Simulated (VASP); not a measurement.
Here is a VASP 6.6.1 calculation.

INCAR

```
  PREC = Accurate
  ENCUT = 520
  EDIFF = 1E-7
  ISMEAR = 0
  SIGMA = 0.05
  LREAL = False
  LASPH = True
  NELM = 100
  ALGO = Normal
  ISIF = 2
  LWAVE = False
  LCHARG = False
  GGA = PE
  NBANDS = 16
```

The input KPOINTS:

```
Automatic mesh
0
Gamma
  10 10 10
```

POSCAR

```
CdTe
1.0
    0.0000000000      3.3086866899      3.3086866899
    3.3086866899      0.0000000000      3.3086866899
    3.3086866899      3.3086866899      0.0000000000
Cd Te
1 1
Direct
    0.0000000000      0.0000000000      0.0000000000
    0.7500000000      0.7500000000      0.7500000000
```

Potentials or basis: VASP PAW PBE potentials, release 64 (Cd, Te).

The run is started by

```sh
$ cat potpaw_PBE.64/Cd/POTCAR potpaw_PBE.64/Te/POTCAR > POTCAR
$ mpirun -np 1 vasp_std > vasp.out
```

Question: What does it give for the pressure?

Answer: 0.1 GPa.

Question: Predict the band gap on the k mesh.

Answer: 0.58 eV, direct.

Caveat: spin-orbit coupling is left out, which moves the levels of the heavy elements.

**Experimental background.**

A printed reference work, data compilation reports, for a bulk crystal of CdTe at 0 K: band gap 1.607 eV.

Measured gap of CdTe: 1.607 eV (0 K; a printed reference work, data compilation). This calculation gives 0.58 eV (-1.02 eV). So large a miss can be the level of theory's own, or it may mean another phase, state or a wrong row. Spin-orbit coupling on Cd, Te is left out. The value is that of PBE, without temperature or zero-point motion. Semilocal functionals fall short of measured gaps as a rule.
